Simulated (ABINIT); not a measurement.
Runs of ABINIT 10.8.3 (patched build) on PbF2 (Fluorocronite). Symmetry: Fm-3m, No. 225, cubic system. The conventional cell has a = 5.927 Å, b = 5.927 Å, c = 5.927 Å, α = 90.00°, β = 90.00°, γ = 90.00°. Around Pb (site symmetry m-3m) lie 8 F at 2.57 Å. Around F (site symmetry -43m) lie 4 Pb at 2.57 Å. 

```csv
task,level,potentials or basis,k mesh,cutoff (eV),fine-grid cutoff,mesh quality,gap on the mesh (eV),pressure (GPa)
single point,r2SCAN,JTH PAW PBE v2.0,3 × 3 × 3,762,1360.57 eV,coarse,(c),-1.0
band structure,WC,JTH PAW PBE v2.0,8 × 8 × 8,626,1224.51 eV,not flagged,4.33,-1.2
band structure,LDA,JTH PAW LDA v2.0,8 × 8 × 8,626,1224.51 eV,not flagged,4.25,-4.7
band structure,SOGGA,JTH PAW PBE v2.0,8 × 8 × 8,626,1224.51 eV,not flagged,4.28,(b)
band structure,PBEsol,PseudoDojo NC SR PBEsol v0.4.1 standard,8 × 8 × 8,1143,-,not flagged,4.32,-1.0
single point,PBEsol,JTH PAW PBE v2.0,3 × 3 × 3,626,1224.51 eV,coarse,4.57,-1.2
single point,LDA,JTH PAW LDA v2.0,10 × 10 × 10,626,1224.51 eV,not flagged,(a),-4.7
band structure,PBE,JTH PAW PBE v2.0,8 × 8 × 8,626,1224.51 eV,not flagged,4.42,2.5
```

Alike in all rows: no spin polarisation; cell as given; smearing fermi-dirac 0.05 eV.

Fill in the values left out.

(a) 4.26; (b) -1.5; (c) 5.14.

Caveats: some runs use coarse meshes; spin-orbit coupling is left out, which as a rule narrows the gap of such compounds by several tenths of an eV; the PAW data sets were made with another functional, which shifts forces and pressure a little (some runs); an odd mesh through Γ misses points on the zone boundary, where band edges often lie (some runs).

A k mesh can miss the band edges, and the runs leave out spin-orbit coupling on Pb.
